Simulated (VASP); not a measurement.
# Settings for As: self-consistent run

As, R-3m (no. 166), 2 atoms in the cell. PBE with TS; PAW potentials As (PBE set). VASP 6.6.1.

Wanted: energy within 2 meV/atom; pressure within 0.1 GPa.

POSCAR:
```
As
1.0
    1.8807968987      1.0858785957      3.5140619945
   -1.8807968987      1.0858785957      3.5140619945
    0.0000000000     -2.1717571915      3.5140619945
As
2
Direct
    0.2260000000      0.2260000000      0.2260000000
    0.7740000000      0.7740000000      0.7740000000
```

## Self-consistent screening

| Self-consistent screening | Energy less reference (meV/atom) | Pressure (GPa) | SCF iterations | Time (s) |
|---|---|---|---|---|
| default | 0.0 | 2.87 | 11 | 11 |
| SCSRAD = 30 | 0.0 | 2.87 | 11 | 7.7 |
| SCSRAD = 60 | 0.0 | 2.87 | 11 | 8.1 |
| LSCALER0 = F | 47.3 | 3.75 | 11 | 10 |

Chosen: default; SCSRAD = 30 would be accurate enough too and is faster here.

## The input

INCAR:
```
  ALGO = Normal
  EDIFF = 1E-7
  ENCUT = 520
  ISIF = 2
  ISMEAR = 0
  IVDW = 2
  LASPH = True
  LCHARG = False
  LREAL = False
  LVDWSCS = True
  LWAVE = False
  NELM = 100
  PREC = Accurate
  SIGMA = 0.02
```

KPOINTS:
```
k-points
0
Gamma
  6 6 6
```

Commands:
```
cat potpaw_PBE.64/As/POTCAR > POTCAR
mpirun -np 1 vasp_std > vasp.out
```

The chosen input took VASP 6.6.1 11 s on 1 core (Intel Xeon 6975P-C (Granite Rapids)), a shared host.
